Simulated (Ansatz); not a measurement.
Crystal: Yb.

```
Yb
1.0
     3.87990    0.00000    0.00000
    -1.93995    3.36009    0.00000
     0.00000    0.00000    6.38590
Yb
2
Direct
  0.66667 0.33333 0.75000
  0.33333 0.66667 0.25000
```

This isn't the form of Yb at room conditions, which is fcc.

Base run:

```yaml
Program: Ansatz 0.2.0
Functional: PBE
Potentials_or_basis: all-electron LAPW, scalar-relativistic
Cutoff: 171 eV (chosen from the basis error)
Basis_error_allowed: 0.001 eV/atom
k_mesh: 8 × 8 × 4
Occupations: gaussian, width 0.05 eV
Spin: collinear spin, ferromagnetic start
Starting_moments: "[1.0, 1.0] μB"
```

Its results: band gap on the k mesh none (metal or under the smearing width); pressure -2.1 GPa; net moment -0.11 μB per cell.

Task: The run is repeated on the same cell with these changes: occupations from gaussian, width 0.05 eV to gaussian, width 0.1 eV. What comes out?

Result: Band gap on the k mesh none (metal or under the smearing width); pressure -2.2 GPa; net moment 0.00 μB per cell.

Caveats: an open f shell can end in a state above the lowest; spin-orbit coupling is left out, which moves the levels of the heavy elements; the starting moments weren't kept.
